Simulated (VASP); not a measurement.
Runs of VASP 6.6.1 on CdSe. The structure is cubic, space group F-43m (No. 216). Conventional cell: a = 6.092 Å, b = 6.092 Å, c = 6.092 Å, α = 90.00°, β = 90.00°, γ = 90.00°. Cd (site symmetry -43m) has 4 Se at 2.64 Å as nearest neighbours. Around Se (site symmetry -43m) lie 4 Cd at 2.64 Å. Measurements of this composition are mostly on another form, of space group No. 186.

```csv
task,level,potentials or basis,spin,cell,k mesh,cutoff (eV),gap on the mesh (eV),pressure (GPa)
band structure,PBEsol,"VASP PAW PBE potentials, release 64 (Cd, Se)","SOC, no magnetisation","F-43m, 28.27 Å³/atom",6 × 6 × 6,520,-,0.1
band structure,LDA,"VASP PAW LDA potentials, release 64 (Cd, Se)",off,"F-43m, 28.27 Å³/atom",8 × 8 × 8,520,0.35,-1.8
band structure,PBEsol,"VASP PAW PBE potentials, release 64 (Cd, Se)",off,"F-43m, 28.27 Å³/atom",8 × 8 × 8,520,0.47,0.1
relaxation of cell and atoms,PBEsol,"VASP PAW PBE potentials, release 64 (Cd, Se)",off,relaxed,8 × 8 × 8,600,0.47,0.0
band structure,r2SCAN,"VASP PAW PBE potentials, release 64 (Cd, Se)",off,"F-43m, 28.27 Å³/atom",8 × 8 × 8,520,(a),(b)
band structure,TB-mBJ,"VASP PAW PBE potentials, release 64 (Cd, Se)",off,"F-43m, 28.27 Å³/atom",8 × 8 × 8,520,1.94,-
```

Alike in all rows: smearing gaussian 0.03 eV.

Question: Estimate the missing entries.

Answer: (a) 1.08; (b) 1.4.

Caveats: the PAW data sets were made with another functional, which shifts forces and pressure a little (some runs).

A k mesh can miss the band edges, and rows without SOC leave out spin-orbit coupling on Cd, Se.
